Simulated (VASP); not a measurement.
**Li: single point with PBE**

Crystal: Li.

```xyz
3
Lattice="4.8820 0.0000 0.0000 -2.4410 4.2279 0.0000 0.0000 0.0000 2.8498" Properties=species:S:1:pos:R:3 pbc="T T T"
Li    0.0000    0.0000    0.0000
Li    2.4410    1.4093    1.4249
Li    0.0000    2.8186    1.4249
```

This isn't the form of Li at room conditions, which is bcc.

* Program: VASP 6.6.1
* Task: single point
* Functional: PBE
* Potentials or basis: VASP PAW PBE potentials, release 64 (Li_sv)
* Cutoff: 520 eV
* k mesh: 6 × 6 × 8
* Occupations: fermi-dirac, width 0.15 eV
* Spin: no spin polarisation

- Band gap on the k mesh: none (metal or under the smearing width)

Levels at points of the mesh, in eV from the Fermi level:
```tsv
k point	band 1	band 2	band 3	band 4	band 5	band 6	band 7	band 8	band 9
(0.00, 0.00, 0.00)	-46.54	-46.51	-46.42	-3.60	2.12	2.12	2.17	2.17	6.02
(0.50, 0.00, 0.00)	-46.53	-46.52	-46.42	-2.07	-2.05	0.08	3.18	8.21	8.29
(0.00, 0.00, 0.50)	-46.52	-46.50	-46.40	-0.52	0.16	5.52	5.59	5.60	6.50
(0.50, 0.00, 0.50)	-46.52	-46.51	-46.40	0.61	0.74	2.02	3.14	4.11	5.11
```

It took 6.3 s on 1 thread of Intel(R) Xeon(R) 6975P-C (Granite Rapids), on a shared host, peak memory 0.16 GiB.
